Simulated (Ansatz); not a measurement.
# BAs: the cost of one run

Computed with Ansatz 0.2.0 (DFT PBE, scalar-relativistic, plane waves, PAW, unless a step's input says otherwise).

## 1. Starting point

Symmetry: F-43m, No. 216, cubic system. Conventional cell: a = 4.809 Å, b = 4.809 Å, c = 4.809 Å, α = 90.00°, β = 90.00°, γ = 90.00°. B (site symmetry -43m) has 4 As at 2.08 Å as nearest neighbours. Around As (site symmetry -43m) lie 4 B at 2.08 Å.

Structure file:

```xyz
2
Lattice="0.0000 2.4044 2.4044 2.4044 0.0000 2.4044 2.4044 2.4044 0.0000" Properties=species:S:1:pos:R:3 pbc="T T T"
B     0.0000    0.0000    0.0000
As    3.6066    3.6066    3.6066
```

It is the result of an earlier relaxation at this level (volume 13.90 Å³/atom; gap on the mesh: 1.20 eV).

## 2. The [111] wire, 16 host atoms a period

The wire is cut from the relaxed crystal, periodic along c with vacuum across. Atoms and period relax; energies count from the bulk, -2506.0525 eV an atom.

The cell holds 8 B, 8 As: a = 12.900 Å, b = 12.700 Å, c = 8.329 Å, α = 90.00°, β = 90.00°, γ = 90.00°.

## 3. Relaxing it

Pressure and volume refer to the whole cell with its vacuum; only the period along c may change.

Input file input.yaml:

```yaml
crystal:
  lattice:
    - [12.9, 0.0, 0.0]
    - [0.0, 12.7, 0.0]
    - [0.0, 0.0, 8.3291246037]
  atoms:
    - { symbol: B, position: [0.5760927712, 0.5, 0.0], spin: 0.3 }
    - { symbol: As, position: [0.6521855423, 0.6338720819, 0.0833333333], spin: 0.3 }
    - { symbol: As, position: [0.5, 0.3661279181, 0.4166666667], spin: 0.3 }
    - { symbol: As, position: [0.3478144577, 0.6338720819, 0.75], spin: 0.3 }
    - { symbol: B, position: [0.4239072288, 0.5, 0.3333333333], spin: 0.3 }
    - { symbol: As, position: [0.6521855423, 0.3661279181, 0.0833333333], spin: 0.3 }
    - { symbol: As, position: [0.5, 0.6338720819, 0.4166666667], spin: 0.3 }
    - { symbol: As, position: [0.3478144577, 0.3661279181, 0.75], spin: 0.3 }
    - { symbol: B, position: [0.3478144577, 0.3661279181, 0.0], spin: 0.3 }
    - { symbol: B, position: [0.6521855423, 0.3661279181, 0.3333333333], spin: 0.3 }
    - { symbol: B, position: [0.5, 0.6338720819, 0.6666666667], spin: 0.3 }
    - { symbol: As, position: [0.4239072288, 0.5, 0.0833333333], spin: 0.3 }
    - { symbol: B, position: [0.3478144577, 0.6338720819, 0.0], spin: 0.3 }
    - { symbol: B, position: [0.6521855423, 0.6338720819, 0.3333333333], spin: 0.3 }
    - { symbol: B, position: [0.5, 0.3661279181, 0.6666666667], spin: 0.3 }
    - { symbol: As, position: [0.5760927712, 0.5, 0.75], spin: 0.3 }
basis:
  ecutwfc: 420
kpoints:
  mp_grid: { grid: [1, 1, 4] }
hamiltonian:
  xc: pbe
scf:
  occupations: { method: gaussian, width: 0.05 }
  lower_state_search: "off"
output:
  forces: true
  stress: true
  eigenvalues: true
  populations: true
  write_density: true
  write_potential: true
  elf: true
  volumetric_format: npy
magnetization:
  spin_polarized: true
relax:
  adjacent_minimum: "off"
  f_tol: 0.02
  max_steps: 45
  cell: { fix: [a, b, alpha, beta, gamma], stress_tol: 0.03 }
```

The run is started by

```
> ansatz run input.yaml --threads 4 --pin off --max-ram 11264MiB --backend cpu --events-out ev --progress --plain --runs-dir out
```

**Question.** How long does this run take on 4 threads of AMD EPYC 7R43 (Zen 3), shared host, and how much memory does it need?

About 18 min, with a peak of 2.5 GiB.
